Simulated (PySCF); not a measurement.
The vertical singlet excitations below were computed for one of the candidates. Method: PySCF 2.14.0, density-fitted response routines, TDDFT B3LYP/def2-SVPD, vertical, gas phase, core orbitals frozen in the response. Geometries: PBE0-D3(BJ)/def2-SVP, one conformer each. Ions are computed without counter-ions or solvent.

```json
{"state": "S1", "λ (nm)": "153.7", "f": "0.0098"}
{"state": "S2", "λ (nm)": "152.6", "f": "0.0000"}
{"state": "S3", "λ (nm)": "152.3", "f": "0.0086"}
{"state": "S4", "λ (nm)": "137.4", "f": "0.0066"}
{"state": "S5", "λ (nm)": "137.1", "f": "0.082"}
{"state": "S6", "λ (nm)": "136.8", "f": "0.0031"}
```

Orbital energies (eV): HOMO-3 -14.66, HOMO-2 -13.72, HOMO-1 -13.70, HOMO -13.59, LUMO -4.73, LUMO+1 -3.73, LUMO+2 -3.08.

Task: Which candidate is it? All have the formula [C5H12N]+.
A. `CC(C)=[N+](C)C`
B. `CC[NH+]1CCC1`
C. `C[C@@H]1CC[C@H]1[NH3+]`
D. `C1CC[NH2+]CC1`

Result: D. Its S1 lies at 8.07 eV; the nearest of the others has S1 at 8.78 eV. S1 is HOMO→LUMO (84%), HOMO-2→LUMO (15%). Löwdin shares by element: HOMO carbon 54% or more, hydrogen 16% or more (atoms not listed hold the other 30%); LUMO hydrogen 40% or more, nitrogen 16%, carbon 8% or more (atoms not listed hold the other 36%). At the same level the other candidates give, for their lowest levels:
- `CC[NH+]1CCC1`: 141 nm (f 0.003); 140 nm (f 0.009); 137 nm (f 0.011); 134 nm (f 0.018); 129 nm (f 0.014); T1 8.61 eV; HOMO -14.31, LUMO -4.52 eV
- `C[C@@H]1CC[C@H]1[NH3+]`: 175 nm (f 0.002); 172 nm (f 0.001); 162 nm (f 0.020); 153 nm (f 0.019); 150 nm (f 0.002); T1 7.04 eV; HOMO -12.97, LUMO -5.08 eV
- `CC(C)=[N+](C)C`: 181 nm (f 0.342); 176 nm (f 0.000); 156 nm (f 0.026); 151 nm (f 0.004); 149 nm (f 0.001); T1 4.62 eV; HOMO -13.50, LUMO -6.44 eV
Triplets come from the Tamm–Dancoff approximation.
